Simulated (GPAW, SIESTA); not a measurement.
# Equation of state of Pd under PBEsol

It takes space group Im-3m (No. 229, cubic). The conventional cell has a = 3.145 Å, b = 3.145 Å, c = 3.145 Å, α = 90.00°, β = 90.00°, γ = 90.00°. Around Pd (site symmetry m-3m) lie 8 Pd at 2.72 Å.

This isn't the form of Pd at room conditions, which is fcc.

The cell was scaled at fixed shape and fractions and run with SIESTA, files PseudoDojo sr-pbesol-0.4.1-standard, DZP (energy shift 0.003 Ry; two zetas on semicore shells); PBEsol, k mesh 12 × 12 × 12 on the cell of 1 atom, fermi-dirac occupations of 0.05 eV, no spin polarisation, no spin-orbit coupling. Energies are those that the program minimises, any entropy of the smearing included. For a metal such a mesh isn't converged to the digits shown.

```csv
V (Å³/atom),energy over the lowest row (meV/atom)
14.6143,0.00
14.9253,1.52
15.2362,10.19
15.5471,24.82
15.8581,?
16.1690,69.78
16.4800,98.64
```

Question: Fit the third-order Birch-Murnaghan form, give V0, B0 and B′, and predict the energy left open.

Answer: With y = (V0/V)^(2/3), E = E0 + (9 V0 B0/16) [(y - 1)³ B′ + (y - 1)² (6 - 4y)]. Least squares through the rows shown give V0 = 14.7046 Å³/atom, E0 = -0.34 meV, B0 = 188.1 GPa (1 eV/Å³ = 160.218 GPa) and B′ = 5.32, with a largest miss of 0.06 meV, so B0 and B′ are loose. At V = 15.8581 the form with these constants gives 44.96 meV; the run gave 44.86 meV an atom. Other set-ups at this level, from all their volumes (Å³/atom, GPa): GPAW, PAW data sets generated for this functional: V0 14.698, B0 199.8.

The energy minimum lies near the compressed end of the scan, with only the smallest volume below the fitted V0, so the curve mainly describes bcc Pd under expansion. Stretching the lattice weakens the overlap of the 4d orbitals and their hybridisation with the s and p states, which costs cohesion. Under compression, the kinetic energy of the sp electrons and the repulsion between cores take over. This balance makes the metal stiff, and the positive B′ reflects its further stiffening as the atoms approach.

The close prediction of the omitted energy supports the fit as an interpolation, but it doesn't test the form at strong compression. The GPAW volume of 14.698 Å³/atom nearly coincides with the fitted one, while the bulk moduli differ more clearly, as expected for a quantity set by curvature, perhaps through differences in basis and core treatment. A minimum under uniform scaling doesn't establish that bcc Pd is mechanically stable, since a tetragonal shear towards fcc could still lower the energy.
